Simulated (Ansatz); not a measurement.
Computed with DFT PBE, scalar-relativistic, plane waves, PAW in Ansatz. Settings: cutoff 420 eV, Γ-centred meshes spaced at most about 0.3 Å⁻¹, and about 0.25 Å⁻¹ or finer for metals (2π included), Gaussian smearing. Cells run with spin keep no moment; the others have no spin polarisation.

Each guess is relaxed in cell and atoms at zero pressure, on a coarse mesh first where it starts far from rest and then on a converged one. The steps can't lower the symmetry of the start, but it can rise. Energies are static (0 K, no zero-point motion).

Two unrelaxed guesses for Zn5O:

A.

```cif
data_structure
_symmetry_space_group_name_H-M 'P6mm'
_symmetry_Int_Tables_number 183
_cell_length_a 4.0529
_cell_length_b 4.0529
_cell_length_c 6.2172
_cell_angle_alpha 90.000
_cell_angle_beta 90.000
_cell_angle_gamma 120.000
_cell_volume 88.44
loop_
_atom_site_label
_atom_site_type_symbol
_atom_site_symmetry_multiplicity
_atom_site_Wyckoff_symbol
_atom_site_fract_x
_atom_site_fract_y
_atom_site_fract_z
_atom_site_occupancy
Zn1 Zn 1 a 0.00000 0.00000 0.89985 1
Zn2 Zn 3 c 0.50000 0.00000 0.73142 1
Zn3 Zn 1 a 0.00000 0.00000 0.41646 1
O1 O 1 a 0.00000 0.00000 0.13966 1
```

B.

```cif
data_structure
_symmetry_space_group_name_H-M 'F-43m'
_symmetry_Int_Tables_number 216
_cell_length_a 6.7577
_cell_length_b 6.7577
_cell_length_c 6.7577
_cell_angle_alpha 90.000
_cell_angle_beta 90.000
_cell_angle_gamma 90.000
_cell_volume 308.60
loop_
_atom_site_label
_atom_site_type_symbol
_atom_site_symmetry_multiplicity
_atom_site_Wyckoff_symbol
_atom_site_fract_x
_atom_site_fract_y
_atom_site_fract_z
_atom_site_occupancy
Zn1 Zn 4 d 0.25000 0.25000 0.75000 1
Zn2 Zn 16 e 0.62390 0.12390 0.87610 1
O1 O 4 a 0.00000 0.00000 0.00000 1
```

Problem. Where do they end, and which end is lower?

Solution. A ends lower, by 295 meV/atom. A: P6mm at 14.7 Å³/atom → P6/mmm at 22.3 Å³/atom; B: F-43m at 12.9 Å³/atom → F-43m at 14.9 Å³/atom. Counting Zn atoms around O (those within 1.25 times the shortest such distance or 1.15 times the sum of covalent radii, 1.27 where that leaves under three; the shortest distance is added where it exceeds 1.18 times the sum of covalent radii), the end of A has O 2 and the end of B has O 16 from 2.9 Å. End of A. Conventional cell: a = 5.064 Å, c = 6.022 Å. Zn on a site of symmetry 6mm is surrounded by 1 O at 1.79 Å, 1 Zn at 2.45 Å and 6 Zn at 2.81 Å; Zn on a site of symmetry mmm is surrounded by 4 Zn at 2.53 Å and 4 Zn at 2.81 Å; O has 2 Zn at 1.79 Å. End of B. Conventional cell: a = 7.096 Å. Zn on a site of symmetry -43m is surrounded by 12 Zn at 2.94 Å and 4 O at 3.07 Å; around Zn on a site of symmetry 3m lie 6 Zn at 2.51 Å, 3 O at 2.94 Å and 3 Zn at 2.94 Å; O is surrounded by 16 Zn at 2.94–3.07 Å (long against the sum of covalent radii).

Ends held by symmetry can be saddle points. Neither end is the lowest form computed: that has space group P-6m2 (No. 187) and lies 231 meV/atom below the better end. Some candidate types were left out of the draw beforehand, so a known form may be missing.
